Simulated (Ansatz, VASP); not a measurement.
BeS in VASP and in Ansatz

The input INCAR:

```
SYSTEM = BeS
  PREC = Accurate
  ENCUT = 520
  EDIFF = 1E-6
  ISMEAR = -1
  SIGMA = 0.02
  LREAL = .False.
  LASPH = .True.
  NELM = 60
  ALGO = Normal
  ISIF = 2
  LWAVE = .False.
  LCHARG = .False.
  GGA = PE
  NBANDS = 11
```

File KPOINTS:

```
Automatic mesh
0
Gamma
  13 13 13
  0 0 0
```

POSCAR

```
BeS
1.0
    0.0000000000      2.4250000000      2.4250000000
    2.4250000000      0.0000000000      2.4250000000
    2.4250000000      2.4250000000      0.0000000000
Be S
1 1
Direct
    0.0000000000      0.0000000000      0.0000000000
    0.7500000000      0.7500000000      0.7500000000
```

Input for Ansatz:

```yaml
crystal:
  lattice:
    - [0.0, 2.425, 2.425]
    - [2.425, 0.0, 2.425]
    - [2.425, 2.425, 0.0]
  atoms:
    - { symbol: Be, position: [0.0, 0.0, 0.0] }
    - { symbol: S, position: [0.75, 0.75, 0.75] }
kpoints:
  mp_grid: { grid: [13, 13, 13] }
scf:
  occupations: { method: fermi_dirac, width: 0.02 }
hamiltonian:
  xc: pbe
  pseudopotentials: { kind: all_electron, lapw: { basis_error: 0.00025 } }
output:
  forces: true
  stress: true
  eigenvalues: true
```

Alike in both runs: task single point; functional PBE; k mesh 13 × 13 × 13; occupations fermi-dirac, width 0.02 eV; no spin polarisation.

|  | VASP | Ansatz |
| --- | --- | --- |
| version | VASP 6.6.1 | Ansatz 0.2.0 |
| potentials or method | VASP PAW PBE potentials, release 64 (Be, S) | all-electron LAPW, scalar-relativistic |
| plane-wave cutoff (eV) | 520 | see its input |

Ansatz gave:

- gap on the k mesh at the Fermi level (eV): 3.16
- pressure (GPa): 1.5

Estimate VASP's values.

gap on the k mesh at the Fermi level (eV): 3.16; pressure (GPa): 1.6.

Ansatz ran all-electron here, so the differences hold the error of VASP's frozen core and of both bases.

Caveats: an odd mesh through Γ misses points on the zone boundary, where band edges often lie.
